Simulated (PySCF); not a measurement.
C₃H₅N₂ (charge +1).
Z-matrix (Å and degrees, PBE0-D3(BJ)/def2-SVP geometry), rows numbered from 1:
```
C 
C   1  1.3642
N   2  1.3740  1  106.37
C   3  1.3298  2  110.07  1    -0.01
N   4  1.3301  3  107.10  2     0.06
H   1  1.0872  2  130.88  3  -179.96
H   2  1.0872  1  130.89  3   179.96
H   3  1.0177  2  125.48  1   179.86
H   4  1.0887  3  126.47  2  -179.94
H   5  1.0177  1  125.52  2   179.79
```

Level of theory: delta-SCF UKS SCAN, pcX-2 on the ionised atom, pcseg-1 elsewhere, spin-free X2C in PySCF 2.14.0. Binding energies are ΔSCF values: E(core-ionised, relaxed orbitals) − E(ground state) at a fixed geometry, referred to the vacuum level.

One binding energy is withheld.

```tsv
atom(s)	bonded to	level	binding energy (eV)
C1/C2	N (aromatic in the SMILES), C (aromatic in the SMILES) and H	C 1s	297.35
C4	2 N (aromatic in the SMILES) and H	C 1s	298.72
N3/N5	2 C (aromatic in the SMILES) and H	N 1s	?
```

Q: Fill in N 1s for N3/N5.

A: 413.19 eV (nitrogen bonded to 2 C and H).

The listed C 1s values span 1.37 eV, from C1/C2 (bonded to N (aromatic in the SMILES), C (aromatic in the SMILES) and H) to C4 (bonded to 2 N (aromatic in the SMILES) and H). Summing the Pauling electronegativity differences to the bonded atoms, each weighted by its formal bond order, gives +0.39 for the lowest site and +1.12 for the highest.

Q: Which photon energy gives electrons from C 1s of C1/C2 a kinetic energy of 200 eV, and what is their de Broglie wavelength?

A: hν = 297.35 + 200 = 497.35 eV, recoil neglected; λ = 12.264 Å/√(E/eV) = 0.87 Å.

The first atom of each set that the bonding makes equivalent was ionised and stands for the set. The species carries charge +1, so core ionisation leaves charge +2. Isolated species at its PBE0-D3(BJ)/def2-SVP geometry, gas phase.
